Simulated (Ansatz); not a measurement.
## Si₂Mo polymorphs, one row open

Level of theory: Ansatz, DFT PBE, scalar-relativistic, plane waves, PAW. All cells share a 420 eV cutoff and Γ-centred k meshes spaced at most about 0.3 Å⁻¹ (about 0.25 or finer for metals, 2π included). No spin polarisation.

Temperature and zero-point effects are left out. Rows are sorted by volume; energies count from the lowest form computed. Coordination counts Si atoms around Mo (those within 1.25 times the shortest such distance or 1.15 times the sum of covalent radii; a plus sign parts nearer from farther groups). The table shows 5 of 8 forms computed.

| row | form | source | atoms | coordination | V (Å³/atom) | gap on mesh (eV) | ΔE (meV/atom) |
| --- | --- | --- | --- | --- | --- | --- | --- |
| 1 | P6_222 | Materials Project | 9 | Mo 10 | 13.5 | 0.06 | 27 |
| 2 | I4/mmm | COD | 3 | Mo 10 | 13.6 | 0 | 0 |
| 3 | Cmc2_1 | invented | 6 | Mo 8+1 | 14.9 | 0 | 290 |
| 4 | I4_1/amd | invented | 6 | Mo 8 | 15.4 | 0 | 631 |
| 5 | P6/mmm | invented | 6 | Mo 6 | 16.2 | 0 | ? |

The cell of row 5:

```
Si Mo
1.0
     5.25552    0.00000    0.00000
    -2.62776    4.55141    0.00000
     0.00000    0.00000    4.07606
Si Mo
4 2
Direct
  0.50000 0.00000 0.00000
  0.00000 0.50000 0.00000
  0.50000 0.50000 0.00000
  0.00000 0.00000 0.00000
  0.33333 0.66667 0.50000
  0.66667 0.33333 0.50000
```

Q: How far above the lowest form does the open row lie?

A: 0.79 eV/atom, which puts it above row 4, the highest in the table. Counting Si atoms around Mo, row 5 has Mo 6 and the lowest form (row 2) has Mo 10.

The lowest form is a structure that the Crystallography Open Database (COD) lists.

Cells relaxed within their symmetry can be saddle points. Some structure types and database cells were kept out of the candidates from the start, so a known form may be missing.
